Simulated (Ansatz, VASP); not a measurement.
One calculation of TiC, two programs

```xyz
2
Lattice="3.0444 0.0000 0.0000 1.5222 2.6366 0.0000 1.5222 0.8789 2.4858" Properties=species:S:1:pos:R:3 pbc="T T T"
Ti    0.0000    0.0000    0.0000
C     3.0444    1.7577    1.2429
```

Alike in both runs: functional PBE; dispersion D4; k mesh 9 × 9 × 9; no spin polarisation.

Ansatz relaxed the structure, and its values are those at the end. VASP's run is a single point on that final structure, the one shown.

|  | VASP | Ansatz |
| --- | --- | --- |
| version | VASP 6.6.1 | Ansatz 0.2.0 |
| potentials or method | VASP PAW PBE potentials, release 64 (Ti_sv, C) | plane waves, norm-conserving potentials |
| plane-wave cutoff (eV) | 520 | 1155 |
| occupations | fermi-dirac, width 0.1 eV | fermi-dirac |
| valence electrons in the cell | 16 | 16 |

|  | VASP | Ansatz | Ansatz less VASP |
| --- | --- | --- | --- |
| gap on the k mesh at the Fermi level (eV) | none | none | - |
| pressure (GPa) | 0.2 | 0.0 | -0.22 |
| dispersion energy (meV/atom) | -282.1 | -281.4 | +0.70 |

A gap of «none» marks a metal or a gap that the smearing closes.

Caveats: pairwise dispersion overbinds metals, which lowers pressure and volume.
